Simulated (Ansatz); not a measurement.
# SrO: band gap under strain

How does strain move the band edges of rocksalt SrO, and do the functionals agree on it? States: -2.0 % equal strain in all directions; -1.0 % equal strain in all directions; +1.0 % equal strain in all directions.

Code: Ansatz 0.2.0. PAW datasets, plane waves. Spin-unpolarised throughout; all numbers are computed.

## 1. The system as given

The unstrained cell was relaxed with r2SCAN; in each strained cell the atoms were relaxed again with r2SCAN. Names of k-points are those of the unstrained zone, where strain can split equivalent points. First state: -2.0 % equal strain in all directions.

It is cubic, Fm-3m (No. 225); a = 5.057 Å in the conventional setting, 16.16 Å³ an atom. Sr has 6 O at 2.53 Å; O has 6 Sr at 2.53 Å.

The structure in full:

```cif
data_structure
_symmetry_space_group_name_H-M 'P 1'
_symmetry_Int_Tables_number 1
_cell_length_a 3.5755
_cell_length_b 3.5755
_cell_length_c 3.5755
_cell_angle_alpha 60.000
_cell_angle_beta 60.000
_cell_angle_gamma 60.000
_cell_volume 32.32
loop_
_atom_site_label
_atom_site_type_symbol
_atom_site_fract_x
_atom_site_fract_y
_atom_site_fract_z
_atom_site_occupancy
Sr1 Sr 0.00000 0.00000 0.00000 1
O1 O 0.50000 0.50000 0.50000 1
```

From earlier runs on the unstrained cell: PBE 3.32 eV, r2SCAN 3.80 eV, HSE06 4.79 eV, r2SCAN+SOC 3.78 eV; a = 5.160 Å.

## 2. -2.0 % equal strain in all directions: PBE

Contents of input.yaml:

```yaml
crystal:
  lattice:
    - [0.0, 2.5282944794, 2.5282944794]
    - [2.5282944794, 0.0, 2.5282944794]
    - [2.5282944794, 2.5282944794, 0.0]
  atoms:
    - { symbol: Sr, position: [0.0, 0.0, 0.0] }
    - { symbol: O, position: [0.5, 0.5, 0.5] }
kpoints:
  mp_grid: { grid: [8, 8, 8] }
  band_path:
    path:
      - [0.0, 0.0, 0.0]
      - [0.5, 0.0, 0.5]
      - [0.625, 0.25, 0.625]
      - [0.375, 0.375, 0.75]
      - [0.5, 0.5, 0.5]
      - [0.5, 0.25, 0.75]
      - [0.0, 0.5, 0.5]
    npoints: 1
hamiltonian:
  xc: pbe
scf:
  occupations: { method: fermi_dirac, width: 0.02 }
  n_extra_bands: 4
output:
  forces: true
  stress: true
  eigenvalues: true
```

Started as:

```bash
> ansatz run input.yaml --threads 2 --pin off --max-ram 20275MiB --backend cpu --events-out ev --progress --plain --runs-dir out
```

The runs that follow: -2.0 % equal strain in all directions: r2SCAN; -2.0 % equal strain in all directions: HSE06; -2.0 % equal strain in all directions: r2SCAN+SOC; -2.0 % equal strain in all directions: r2SCAN; -1.0 % equal strain in all directions: PBE; -1.0 % equal strain in all directions: r2SCAN; -1.0 % equal strain in all directions: HSE06; -1.0 % equal strain in all directions: r2SCAN+SOC; -1.0 % equal strain in all directions: r2SCAN; +1.0 % equal strain in all directions: PBE; +1.0 % equal strain in all directions: r2SCAN; +1.0 % equal strain in all directions: HSE06; +1.0 % equal strain in all directions: r2SCAN+SOC; +1.0 % equal strain in all directions: r2SCAN.

What does the calculation give?

As calculated:

Least gap in eV (negative: overlap), with the change from the unstrained cell in brackets:

| state | volume change (%) | PBE | r2SCAN | HSE06 |
| --- | --- | --- | --- | --- |
| -2.0 % equal strain in all directions | -5.9 | 3.28 (-0.04) | 3.77 (-0.03) | 4.78 (-0.01) |
| -1.0 % equal strain in all directions | -3.0 | 3.30 (-0.02) | 3.79 (-0.01) | 4.79 (+0.00) |
| +1.0 % equal strain in all directions | +3.0 | 3.33 (+0.01) | 3.81 (+0.01) | 4.80 (+0.01) |

In words: The HSE06 gap hardly moves: by 0.015 eV at most. PBE and HSE06 differ by 1.48 eV on the unstrained gap, and by at most 0.02 eV on its change.
